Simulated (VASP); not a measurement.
Pt under changes of volume

One of the cells (15.183 Å³/atom); the others are scaled copies at fixed shape and fractional positions:

```
CELL_PARAMETERS angstrom
-1.55991 1.55991 1.55991
1.55991 -1.55991 1.55991
1.55991 1.55991 -1.55991
ATOMIC_POSITIONS crystal
Pt 0.00000 0.00000 0.00000
```

This isn't the form of Pt at room conditions, which is fcc.

- Program: VASP 6.6.1
- Functional: PBEsol
- Potentials or basis: VASP PAW PBE potentials, release 64 (Pt)
- Cutoff: 520 eV
- k mesh: 10 × 10 × 10
- Occupations: fermi-dirac, width 0.05 eV
- Spin: no spin polarisation

```tsv
volume (Å³/atom)	energy over the lowest point (meV/atom)	pressure (GPa)
14.576	22.48	12.5
14.879	?	?
15.183	0.00	-0.1
15.487	5.17	-5.2
15.790	19.36	-9.7
```

Q: What does the run at 14.879 Å³/atom give?

A: Energy over the lowest point 5.21 meV/atom; pressure 5.8 GPa.

Worked out: A Birch-Murnaghan fit of order 2 (a polynomial in V^(-2/3)) to the other rows has its minimum at 15.19 Å³/atom with B0 = V·E''(V) = 274 GPa. It gives 5.55 meV/atom at 14.879 Å³/atom, against the run's 5.21, and -dE/dV = 5.8 GPa, against 5.8.

Energies are extrapolated to zero smearing.

Caveats: the PAW data sets were made with another functional, which shifts forces and pressure a little.
